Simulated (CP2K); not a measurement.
ZrO2:

```
Zr O
1.0
     3.59928    0.00000    0.00000
     1.79964    3.11706    0.00000
     1.79964    1.03902    2.93880
Zr O
1 2
Direct
  0.00000 0.00000 0.00000
  0.75000 0.75000 0.75000
  0.25000 0.25000 0.25000
```

Measurements of this composition are mostly on another form, of space group No. 14.

Base run:

```yaml
Program: CP2K 2026.2
Functional: LDA
Potentials_or_basis: GTH_SOC_POTENTIALS Zr GTH-PBE-q12, O GTH-PBE-q6; DZVP-MOLOPT-SR-GTH basis
Density_cutoff: 8163 eV
k_mesh: 9 × 9 × 9
Occupations: fermi-dirac, width 0.05 eV
Spin: spin-orbit coupling, no magnetisation
```

Its results: pressure -6.8 GPa.

**Question.** The run is repeated on the same cell with these changes: functional from LDA to PBE. What comes out?

**Answer.** Pressure 3.6 GPa.

PBE binds less tightly than LDA, so the same cell stands under more pressure.

Caveats: the basis of atomic orbitals isn't converged, which shifts pressures, moduli and gaps; the potentials were made for another functional, which shifts forces and pressure (some runs).
